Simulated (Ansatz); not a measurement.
**BAs under changes of volume**

One of the cells (17.033 Å³/atom); the others are scaled copies at fixed shape and fractional positions:

```
As B
1.0
     0.00000    2.57293    2.57293
     2.57293    0.00000    2.57293
     2.57293    2.57293    0.00000
As B
1 1
Direct
  0.75000 0.75000 0.75000
  0.00000 0.00000 0.00000
```

```yaml
Program: Ansatz 0.2.0
Functional: RPBE
Dispersion: D3(BJ)-ATM
Potentials_or_basis: Ansatz PAW earlier set
Cutoff: "710 eV (not typed: the program's choice for these potentials)"
k_mesh: 10 × 10 × 10
Occupations: gaussian, width 0.1 eV
Spin: no spin polarisation
```

| volume (Å³/atom) | energy over the lowest point (meV/atom) | pressure (GPa) | gap on the mesh (eV) |
| --- | --- | --- | --- |
| 16.011 | 0.00 | -22.9 | 1.38 |
| 16.351 | 49.18 | -23.4 | 1.40 |
| 16.692 | ? | ? | ? |
| 17.033 | 150.98 | -24.6 | 1.44 |
| 17.373 | 204.11 | -25.4 | 1.45 |
| 17.714 | 258.99 | -26.2 | 1.39 |
| 18.055 | 315.50 | -26.9 | 1.30 |

Task: What does the run at 16.692 Å³/atom give?

Result: Energy over the lowest point 99.44 meV/atom; pressure -23.9 GPa; gap on the mesh 1.42 eV.

Worked out: A Birch-Murnaghan fit of order 3 (a polynomial in V^(-2/3)) to the other rows has no minimum within the range. It gives 99.42 meV/atom at 16.692 Å³/atom, against the run's 99.44, and -dE/dV = -23.9 GPa, against -23.9. A parabola through the other rows of the gap, of slope 0.718 eV per unit of ln V there, gives 1.45 eV, against the run's 1.42.

Energies are extrapolated to zero smearing.

Caveats: the PAW data sets come from PBE, with cores solved anew for the run's functional, which leaves a small shift of forces and pressure.

A mesh can miss the band edges. Spin-orbit coupling on As is left out.
